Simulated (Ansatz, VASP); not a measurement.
## MgS in VASP and in Ansatz

The input INCAR:

```
SYSTEM = MgS
PREC = Accurate
ENCUT = 520
EDIFF = 1E-6
ISMEAR = 0
SIGMA = 0.05
LREAL = .False.
LASPH = .True.
NELM = 80
ALGO = Normal
ISIF = 2
LWAVE = .False.
LCHARG = .True.
GGA = PE
LELF = .True.
LVHAR = .True.
NBANDS = 11
```

Contents of KPOINTS:

```
Automatic mesh
0
Gamma
  8 8 8
  0 0 0
```

POSCAR

```
MgS
1.0
    0.0000000000      2.8097820000      2.4975840000
    2.8097820000      0.0000000000      2.4975840000
    2.8097820000      2.8097820000      0.0000000000
Mg S
1 1
Direct
    0.0000000000      0.0000000000      0.0000000000
    0.5000000000      0.5000000000      0.5000000000
```

Input for Ansatz:

```yaml
crystal:
  lattice:
    - [0.0, 2.809782, 2.497584]
    - [2.809782, 0.0, 2.497584]
    - [2.809782, 2.809782, 0.0]
  atoms:
    - { symbol: Mg, position: [0.0, 0.0, 0.0] }
    - { symbol: S, position: [0.5, 0.5, 0.5] }
basis:
  ecutwfc: 420
kpoints:
  mp_grid: { grid: [8, 8, 8] }
hamiltonian:
  xc: pbe
scf:
  occupations: { method: gaussian, width: 0.05 }
output:
  forces: true
  stress: true
  eigenvalues: true
```

Change from the starting cell: strain +0.080 along x and y, -0.040 along z, atoms carried along.

Alike in both runs: task single point; functional PBE; k mesh 8 × 8 × 8; occupations gaussian, width 0.05 eV; no spin polarisation.

```csv
,VASP,Ansatz
version,VASP 6.6.1,Ansatz 0.2.0
potentials or method,"VASP PAW PBE potentials, release 64 (Mg, S)","scalar-relativistic, plane waves, PAW"
plane-wave cutoff (eV),520,420
valence electrons in the cell,8,16
```

VASP gave:

* gap on the k mesh at the Fermi level (eV): 2.21
* least direct gap on the mesh (eV): 2.74
* pressure (GPa): -4.4
* largest component of the traceless stress (GPa): 5.32

Problem. Estimate Ansatz's values.

Solution. gap on the k mesh at the Fermi level (eV): 2.23; least direct gap on the mesh (eV): 2.75; pressure (GPa): -4.2; largest component of the traceless stress (GPa): 5.37.

The two sets of potentials don't hold the same shells in valence.

A k mesh can miss the band edges.
